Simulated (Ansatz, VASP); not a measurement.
## CdS: VASP beside Ansatz

```
Cd S
1.0
     0.00000    2.75324    2.75324
     2.75324    0.00000    2.75324
     2.75324    2.75324    0.00000
Cd S
1 1
Direct
  0.00000 0.00000 0.00000
  0.50000 0.50000 0.50000
```

Measurements of this composition are mostly on another form, of space group No. 186.

Alike in both runs: task relaxation of cell and atoms; functional RPBE; dispersion D4; k mesh 8 × 8 × 8; occupations fermi-dirac, width 0.05 eV; no spin polarisation.

|  | VASP | Ansatz |
| --- | --- | --- |
| version | VASP 6.6.1 | Ansatz 0.2.0 |
| potentials or method | VASP PAW PBE potentials, release 64 (Cd, S) | Ansatz PAW |
| plane-wave cutoff (eV) | 600 | 420 |
| valence electrons in the cell | 18 | 26 |

Ansatz gave:

* gap on the k mesh at the Fermi level, each at its own relaxed structure (eV): 0.38
* relaxed volume (Å³/atom): 19.76
* relaxed cell length with the largest relative difference (Å): 3.823
* energy change over the relaxation (meV/atom): -14

Problem. What did VASP give for the same quantities?

Solution. gap on the k mesh at the Fermi level, each at its own relaxed structure (eV): 0.37; relaxed volume (Å³/atom): 19.85; relaxed cell length with the largest relative difference (Å): 3.829; energy change over the relaxation (meV/atom): -12.

The two sets of potentials don't hold the same shells in valence.

Caveats: the PAW data sets were made with another functional, which shifts forces and pressure a little (VASP); the plane-wave basis is chosen anew once the cell has moved, so the energies of steps on either side of that aren't comparable (Ansatz); the PAW data sets come from PBE, with cores solved anew for the run's functional, which leaves a small shift of forces and pressure (Ansatz).
